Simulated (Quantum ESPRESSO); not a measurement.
# BN (F-43m) in Quantum ESPRESSO: a series of runs, part 3 of 4

Quantum ESPRESSO 7.5. Earlier steps stand in the parts before.

## Step 4: Phonons, PBEsol, target pressure 25 GPa, at which the enthalpy is minimised

pw.in reads:

```
&CONTROL
  calculation = 'scf'
  prefix = 'pwscf'
  outdir = './tmp'
  pseudo_dir = './pseudo'
  tprnfor = .true.
  tstress = .true.
  disk_io = 'low'
/
&SYSTEM
  ibrav = 0
  nat = 2
  ntyp = 2
  ecutwfc = 84
  nbnd = 9
  occupations = 'smearing'
  smearing = 'fd'
  degauss = 0.00367493
/
&ELECTRONS
  conv_thr = 4d-10
  electron_maxstep = 120
  mixing_beta = 0.5
/
ATOMIC_SPECIES
N     14.0070 N.upf
B     10.8100 B.upf
CELL_PARAMETERS angstrom
   0.0000000000    1.8130010000    1.8130010000
   1.8130010000    0.0000000000    1.8130010000
   1.8130010000    1.8130010000    0.0000000000
ATOMIC_POSITIONS crystal
N      0.2500000000    0.2500000000    0.2500000000
B      0.0000000000    0.0000000000    0.0000000000
K_POINTS automatic
8 8 8 1 1 1
```

relax.in reads:

```
&CONTROL
  calculation = 'vc-relax'
  prefix = 'pwscf'
  outdir = './tmp'
  pseudo_dir = './pseudo'
  tprnfor = .true.
  tstress = .true.
  disk_io = 'low'
  nstep = 40
  forc_conv_thr = 0.0001
  etot_conv_thr = 1d-06
/
&SYSTEM
  ibrav = 0
  nat = 2
  ntyp = 2
  ecutwfc = 84
  nbnd = 9
  occupations = 'smearing'
  smearing = 'fd'
  degauss = 0.00367493
/
&ELECTRONS
  conv_thr = 4d-10
  electron_maxstep = 120
  mixing_beta = 0.5
/
&IONS
  ion_dynamics = 'bfgs'
/
&CELL
  cell_dynamics = 'bfgs'
  press = 250
  press_conv_thr = 0.2
/
ATOMIC_SPECIES
N     14.0070 N.upf
B     10.8100 B.upf
CELL_PARAMETERS angstrom
   0.0000000000    1.8130010000    1.8130010000
   1.8130010000    0.0000000000    1.8130010000
   1.8130010000    1.8130010000    0.0000000000
ATOMIC_POSITIONS crystal
N      0.2500000000    0.2500000000    0.2500000000
B      0.0000000000    0.0000000000    0.0000000000
K_POINTS automatic
8 8 8 1 1 1
```

scf2.in reads:

```
&CONTROL
  calculation = 'scf'
  prefix = 'pwscf'
  outdir = './tmp'
  pseudo_dir = './pseudo'
  tprnfor = .true.
  tstress = .true.
  disk_io = 'low'
/
&SYSTEM
  ibrav = 0
  nat = 2
  ntyp = 2
  ecutwfc = 84
  nbnd = 9
  occupations = 'fixed'
/
&ELECTRONS
  conv_thr = 1d-13
  electron_maxstep = 120
  mixing_beta = 0.5
  startingpot = 'file'
  startingwfc = 'file'
/
ATOMIC_SPECIES
N     14.0070 N.upf
B     10.8100 B.upf
CELL_PARAMETERS angstrom
   0.0000000000    1.7689841726    1.7689841726
   1.7689841726    0.0000000000    1.7689841726
   1.7689841726    1.7689841726    0.0000000000
ATOMIC_POSITIONS crystal
N      0.2500000000    0.2500000000    0.2500000000
B      0.0000000000    0.0000000000    0.0000000000
K_POINTS automatic
8 8 8 1 1 1
```

ph.in reads:

```
phonons of BN
&INPUTPH
  prefix = 'pwscf'
  outdir = './tmp'
  tr2_ph = 1d-18
  fildyn = 'dyn'
  niter_ph = 90
  alpha_mix(1) = 0.7
  epsil = .true.
/
0.0000000000 0.0000000000 0.0000000000
```

dynmat.in reads:

```
&INPUT
  fildyn = 'dyn'
  asr = 'crystal'
  lperm = .true.
  filout = 'dynmat.disp'
  fileig = 'dynmat.eig'
/
```

dynmat_lo.in reads:

```
&INPUT
  fildyn = 'dyn'
  asr = 'crystal'
  filout = 'dynmat_lo.disp'
  fileig = 'dynmat_lo.eig'
  q(1) = 0
  q(2) = 0
  q(3) = 1
/
```

Potentials or basis: PseudoDojo 0.4.1 SR PBEsol standard.

On the command line:

```bash
OMP_NUM_THREADS=1 pw.x -in pw.in > pw.out
OMP_NUM_THREADS=1 pw.x -in relax.in > relax.out
OMP_NUM_THREADS=1 pw.x -in scf2.in > scf2.out
OMP_NUM_THREADS=1 ph.x -in ph.in > ph.out
OMP_NUM_THREADS=1 dynmat.x -in dynmat.in > dynmat.out
OMP_NUM_THREADS=1 dynmat.x -in dynmat_lo.in > dynmat_lo.out
```

pw.out:

```text
This program is part of the open-source Quantum ESPRESSO suite
     for quantum simulation of materials; please cite
[... 9 lines left out ...]
     --------------------
     sticks:   dense  smooth     PW     G-vecs:    dense   smooth      PW
     Sum         547     547    187                 8363     8363    1591

     Using Slab Decomposition

     bravais-lattice index     =            0
     lattice parameter (alat)  =       4.8452  a.u.
     unit-cell volume          =      80.4305 (a.u.)^3
     number of atoms/cell      =            2
     number of atomic types    =            2
     number of electrons       =         8.00
     number of Kohn-Sham states=            9
     kinetic-energy cutoff     =      84.0000  Ry
     charge density cutoff     =     336.0000  Ry
     scf convergence threshold =      4.0E-10
     mixing beta               =       0.5000
     number of iterations used =            8  plain     mixing
     Exchange-correlation= PBESOL
                           (   1   4  10   8   0   0   0)

[... 167 lines left out ...]
     Davidson diagonalization with overlap
     ethr =  1.17E-10,  avg # of iterations =  1.0

     End of self-consistent calculation

          k = 0.0442 0.0442 0.0442 (  1034 PWs)   bands (ev):

    -9.0618  10.4505  10.8783  10.8783  19.8783  19.9221  19.9221  21.4488
    35.2010
[... 293 lines left out ...]
    -4.7156   0.6825   7.7185   8.6647  20.6485  22.2954  22.5368  26.3532
    32.6281

     the Fermi energy is    13.0696 ev

!    total energy              =     -26.74416284 Ry
     estimated scf accuracy    <          1.5E-10 Ry
     smearing contrib. (-TS)   =       0.00000000 Ry
     internal energy E=F+TS    =     -26.74416284 Ry

     The total energy is F=E-TS. E is the sum of the following terms:
     one-electron contribution =       4.61922760 Ry
     hartree contribution      =       3.55029321 Ry
     xc contribution           =      -8.65282085 Ry
     ewald contribution        =     -26.26086280 Ry

     convergence has been achieved in   8 iterations

     Forces acting on atoms (cartesian axes, Ry/au):

     atom    1 type  1   force =     0.00000000   -0.00000000    0.00000000
     atom    2 type  2   force =     0.00000000   -0.00000000    0.00000000

     Total force =     0.000000     Total SCF correction =     0.000000

     Computing stress (Cartesian axis) and pressure

          total   stress  (Ry/bohr**3)                   (kbar)     P=      -57.68
  -0.00039213   0.00000000  -0.00000000          -57.68        0.00       -0.00
   0.00000000  -0.00039213   0.00000000            0.00      -57.68        0.00
  -0.00000000   0.00000000  -0.00039213           -0.00        0.00      -57.68

=------------------------------------------------------------------------------=
   JOB DONE.
=------------------------------------------------------------------------------=
```

scf2.out:

```text
This program is part of the open-source Quantum ESPRESSO suite
     for quantum simulation of materials; please cite
[... 9 lines left out ...]
     --------------------
     sticks:   dense  smooth     PW     G-vecs:    dense   smooth      PW
     Sum         511     511    163                 7799     7799    1459
[... 483 lines left out ...]
   0.00169893   0.00000000   0.00000000          249.92        0.00        0.00
   0.00000000   0.00169893   0.00000000            0.00      249.92        0.00
  -0.00000000   0.00000000   0.00169893           -0.00        0.00      249.92

=------------------------------------------------------------------------------=
   JOB DONE.
=------------------------------------------------------------------------------=
```

Run time: 2.5 min. Hardware: 1 thread of Arm Neoverse V1, shared host; peak memory 0.05 GiB.

What came out:

* Free energy: -363.8266 eV
* Relaxed volume: 5.54 Å³/atom
* Relaxed cell: a = 2.502 Å, b = 2.502 Å, c = 2.502 Å, α = 60.00°, β = 60.00°, γ = 60.00°
* Space group after relaxing (to 0.05 Å): F-43m (No. 216)
* Pressure after relaxing: 25.0 GPa
* Electronic dielectric tensor (diagonal): 4.51
* Born charges (mean of the diagonal): N -1.87; B +1.87 e
* Highest phonon frequency at Γ, LO-TO splitting left out: 1126 cm⁻¹
* Static dielectric tensor (diagonal): 6.52

Step by step:
| step | energy change (eV) | largest force (eV/Å) | pressure (GPa) | volume (Å³) |
| --- | --- | --- | --- | --- |
| 1 | 0.0000 | 0.0000 | -5.77 | 11.92 |
| 2 | 0.3212 | 0.0000 | 73.08 | 10.14 |
| 3 | 0.0411 | 0.0000 | 23.54 | 11.11 |
| 4 | 0.0468 | 0.0000 | 25.14 | 11.07 |
| 5 | 0.0463 | 0.0000 | 25.00 | 11.07 |

Final structure:
```
CELL_PARAMETERS angstrom
0.00000 1.76898 1.76898
1.76898 0.00000 1.76898
1.76898 1.76898 0.00000
ATOMIC_POSITIONS crystal
N 0.25000 0.25000 0.25000
B 0.00000 0.00000 0.00000
```

Levels at points of the mesh, in eV from the valence-band top:
```csv
k point,band 2,band 3,band 4,band 5,band 6,band 7
"(0.06, 0.06, 0.06)",-0.45,0.00,0.00,9.42,9.42,9.43
```

Phonon frequencies in cm⁻¹ (negative: imaginary):
```csv
q point,frequencies
"(0.000, 0.000, 0.000)",0 0 0 1126 1126 1126
```

Electronic dielectric tensor:
```
4.51 0.00 0.00
0.00 4.51 0.00
0.00 0.00 4.51
```

Born effective charge tensors (e):
atom 1, N
```
-1.87  0.00  0.00
 0.00 -1.87  0.00
 0.00  0.00 -1.87
```
atom 2, B
```
1.87 0.00 0.00
0.00 1.87 0.00
0.00 0.00 1.87
```

Optical modes at Γ, degenerate ones joined, polar ones without the macroscopic field:
```tsv
cm⁻¹	components	symmetry	active in	IR intensity, summed ((D/Å)²/amu)
1126	3	T2	IR and Raman	39.68
```

Zone-centre frequencies without and with the macroscopic field along z (cm⁻¹):
```tsv
	optical modes in rising order
without	1126 1126 1126
with the field	1126 1126 1354
```

Static dielectric tensor, electrons and zone-centre modes:
```
6.52 0.00 0.00
0.00 6.52 0.00
0.00 0.00 6.52
```

Caveat: the cell is more than 3 GPa from zero pressure, which shifts response properties.

## Step 5: Phonons, PBEsol, target pressure 80 GPa, at which the enthalpy is minimised

pw.in is that of step 4.

relax.in, as its differences from that of step 4:

```diff
@@ -32,3 +32,3 @@
   cell_dynamics = 'bfgs'
-  press = 250
+  press = 800
   press_conv_thr = 0.2
```

scf2.in, as its differences from that of step 4:

```diff
@@ -28,5 +28,5 @@
 CELL_PARAMETERS angstrom
-   0.0000000000    1.7689841726    1.7689841726
-   1.7689841726    0.0000000000    1.7689841726
-   1.7689841726    1.7689841726    0.0000000000
+   0.0000000000    1.7120470580    1.7120470580
+   1.7120470580    0.0000000000    1.7120470580
+   1.7120470580    1.7120470580    0.0000000000
 ATOMIC_POSITIONS crystal
```

ph.in is that of step 4.

dynmat.in is that of step 4.

dynmat_lo.in is that of step 4.

Potentials or basis: PseudoDojo 0.4.1 SR PBEsol standard.

On the command line:

```bash
OMP_NUM_THREADS=1 pw.x -in pw.in > pw.out
OMP_NUM_THREADS=1 pw.x -in relax.in > relax.out
OMP_NUM_THREADS=1 pw.x -in scf2.in > scf2.out
OMP_NUM_THREADS=1 ph.x -in ph.in > ph.out
OMP_NUM_THREADS=1 dynmat.x -in dynmat.in > dynmat.out
OMP_NUM_THREADS=1 dynmat.x -in dynmat_lo.in > dynmat_lo.out
```

pw.out:

```text
This program is part of the open-source Quantum ESPRESSO suite
     for quantum simulation of materials; please cite
[... 9 lines left out ...]
     --------------------
     sticks:   dense  smooth     PW     G-vecs:    dense   smooth      PW
     Sum         547     547    187                 8363     8363    1591

     Using Slab Decomposition

     bravais-lattice index     =            0
     lattice parameter (alat)  =       4.8452  a.u.
     unit-cell volume          =      80.4305 (a.u.)^3
     number of atoms/cell      =            2
     number of atomic types    =            2
     number of electrons       =         8.00
     number of Kohn-Sham states=            9
     kinetic-energy cutoff     =      84.0000  Ry
     charge density cutoff     =     336.0000  Ry
     scf convergence threshold =      4.0E-10
     mixing beta               =       0.5000
     number of iterations used =            8  plain     mixing
     Exchange-correlation= PBESOL
                           (   1   4  10   8   0   0   0)

     celldm(1)=   4.845202  celldm(2)=   0.000000  celldm(3)=   0.000000
     celldm(4)=   0.000000  celldm(5)=   0.000000  celldm(6)=   0.000000

     crystal axes: (cart. coord. in units of alat)
               a(1) = (   0.000000   0.707107   0.707107 )
               a(2) = (   0.707107   0.000000   0.707107 )
               a(3) = (   0.707107   0.707107   0.000000 )

     reciprocal axes: (cart. coord. in units 2 pi/alat)
[... 40 lines left out ...]
        k(    3) = (   0.2209709   0.2209709  -0.1325825), wk =   0.0234375
        k(    4) = (   0.3093592   0.3093592  -0.2209709), wk =   0.0234375
        k(    5) = (  -0.3093592  -0.3093592   0.3977476), wk =   0.0234375
        k(    6) = (  -0.2209709  -0.2209709   0.3093592), wk =   0.0234375
[... 52 lines left out ...]
        k(   59) = (   0.3093592   0.3093592   0.3093592), wk =   0.0078125
        k(   60) = (  -0.3093592  -0.3093592   0.9280777), wk =   0.0234375

     Dense  grid:     8363 G-vectors     FFT dimensions: (  30,  30,  30)

     Initial potential from superposition of free atoms

     starting charge       7.9997, renormalised to       8.0000
     Starting wfcs are    8 randomized atomic wfcs +    1 random wfcs

     Self-consistent Calculation

     iteration #  1     ecut=    84.00 Ry     beta= 0.50
     Davidson diagonalization with overlap
     ethr =  1.00E-02,  avg # of iterations =  5.1

     total energy              =     -26.70719193 Ry
     estimated scf accuracy    <       0.20382693 Ry
[... 43 lines left out ...]
     iteration #  8     ecut=    84.00 Ry     beta= 0.50
     Davidson diagonalization with overlap
     ethr =  1.17E-10,  avg # of iterations =  1.0

     End of self-consistent calculation

          k = 0.0442 0.0442 0.0442 (  1034 PWs)   bands (ev):

    -9.0618  10.4505  10.8783  10.8783  19.8783  19.9221  19.9221  21.4488
    35.2010
[... 293 lines left out ...]
    -4.7156   0.6825   7.7185   8.6647  20.6485  22.2954  22.5368  26.3532
    32.6281

     the Fermi energy is    13.0696 ev

!    total energy              =     -26.74416284 Ry
     estimated scf accuracy    <          1.5E-10 Ry
     smearing contrib. (-TS)   =       0.00000000 Ry
     internal energy E=F+TS    =     -26.74416284 Ry

     The total energy is F=E-TS. E is the sum of the following terms:
     one-electron contribution =       4.61922760 Ry
     hartree contribution      =       3.55029321 Ry
     xc contribution           =      -8.65282085 Ry
     ewald contribution        =     -26.26086280 Ry

     convergence has been achieved in   8 iterations

     Forces acting on atoms (cartesian axes, Ry/au):

     atom    1 type  1   force =     0.00000000   -0.00000000    0.00000000
     atom    2 type  2   force =     0.00000000   -0.00000000    0.00000000

     Total force =     0.000000     Total SCF correction =     0.000000

     Computing stress (Cartesian axis) and pressure

          total   stress  (Ry/bohr**3)                   (kbar)     P=      -57.68
  -0.00039213   0.00000000  -0.00000000          -57.68        0.00       -0.00
   0.00000000  -0.00039213   0.00000000            0.00      -57.68        0.00
  -0.00000000   0.00000000  -0.00039213           -0.00        0.00      -57.68

=------------------------------------------------------------------------------=
   JOB DONE.
=------------------------------------------------------------------------------=
```

relax.out:

```text
This program is part of the open-source Quantum ESPRESSO suite
     for quantum simulation of materials; please cite
[... 9 lines left out ...]
     --------------------
     sticks:   dense  smooth     PW     G-vecs:    dense   smooth      PW
     Sum         547     547    187                 8363     8363    1591
[... 3124 lines left out ...]
   0.00544012   0.00000000  -0.00000000          800.27        0.00       -0.00
  -0.00000000   0.00544012   0.00000000           -0.00      800.27        0.00
   0.00000000   0.00000000   0.00544012            0.00        0.00      800.27

=------------------------------------------------------------------------------=
   JOB DONE.
=------------------------------------------------------------------------------=
```

scf2.out:

```text
This program is part of the open-source Quantum ESPRESSO suite
     for quantum simulation of materials; please cite
[... 9 lines left out ...]
     --------------------
     sticks:   dense  smooth     PW     G-vecs:    dense   smooth      PW
     Sum         499     499    163                 7119     7119    1363
[... 476 lines left out ...]
   0.00544008  -0.00000000   0.00000000          800.26       -0.00        0.00
   0.00000000   0.00544008   0.00000000            0.00      800.26        0.00
  -0.00000000   0.00000000   0.00544008           -0.00        0.00      800.26

=------------------------------------------------------------------------------=
   JOB DONE.
=------------------------------------------------------------------------------=
```

Wall time 2.6 min (1 thread of Arm Neoverse V1, shared host); peak memory 0.05 GiB.

Results:

```
Free energy                                             : -363.4998 eV
Relaxed volume                                          : 5.02 Å³/atom
Relaxed cell                                            : a = 2.421 Å, b = 2.421 Å, c = 2.421 Å, α = 60.00°, β = 60.00°, γ = 60.00°
Space group after relaxing (to 0.05 Å)                  : F-43m (No. 216)
Pressure after relaxing                                 : 80.0 GPa
Electronic dielectric tensor (diagonal)                 : 4.44
Born charges (mean of the diagonal)                     : N -1.82; B +1.82 e
Highest phonon frequency at Γ, LO-TO splitting left out : 1264 cm⁻¹
Static dielectric tensor (diagonal)                     : 6.11
```

The path:
```
step  energy change (eV)  largest force (eV/Å)  pressure (GPa)  volume (Å³)
   1              0.0000                0.0000           -5.77        11.92
   2              3.7627                0.0000          397.33         7.43
   3              0.2509                0.0000           63.11        10.31
   4              0.4015                0.0000           83.68         9.98
   5              0.3721                0.0000           79.89        10.04
   6              0.3730                0.0000           80.01        10.04
```

Final structure:
```
N B
1.0
     0.00000    1.71205    1.71205
     1.71205    0.00000    1.71205
     1.71205    1.71205    0.00000
N B
1 1
Direct
  0.25000 0.25000 0.25000
  0.00000 0.00000 0.00000
```

Levels at points of the mesh, in eV from the valence-band top:
| k point | band 1 | band 2 | band 3 | band 4 | band 5 | band 6 | band 7 | band 8 |
| --- | --- | --- | --- | --- | --- | --- | --- | --- |
| (0.06, 0.06, 0.06) | -21.98 | -0.47 | 0.00 | 0.00 | 9.94 | 9.94 | 9.99 | 13.44 |

Phonon frequencies in cm⁻¹ (negative: imaginary):
```tsv
q point	frequencies
(0.000, 0.000, 0.000)	0 0 0 1264 1264 1264
```

Electronic dielectric tensor:
```
4.44 0.00 0.00
0.00 4.44 0.00
0.00 0.00 4.44
```

Born effective charge tensors (e):
atom 1, N
```
-1.82  0.00  0.00
 0.00 -1.82  0.00
 0.00  0.00 -1.82
```
atom 2, B
```
1.82 0.00 0.00
0.00 1.82 0.00
0.00 0.00 1.82
```

Optical modes at Γ, degenerate ones joined, polar ones without the macroscopic field:
```csv
cm⁻¹,components,symmetry,active in,"IR intensity, summed ((D/Å)²/amu)"
1264,3,T2,IR and Raman,37.74
```

Zone-centre frequencies without and with the macroscopic field along z (cm⁻¹):
```csv
,optical modes in rising order
without,1264 1264 1264
with the field,1264 1264 1483
```

Static dielectric tensor, electrons and zone-centre modes:
```
6.11 0.00 0.00
0.00 6.11 0.00
0.00 0.00 6.11
```

Caveat: the volume moved by over 15 % at a fixed basis, so the end points are rough; the cell is more than 3 GPa from zero pressure, which shifts response properties.

[end of part 3 of 4]
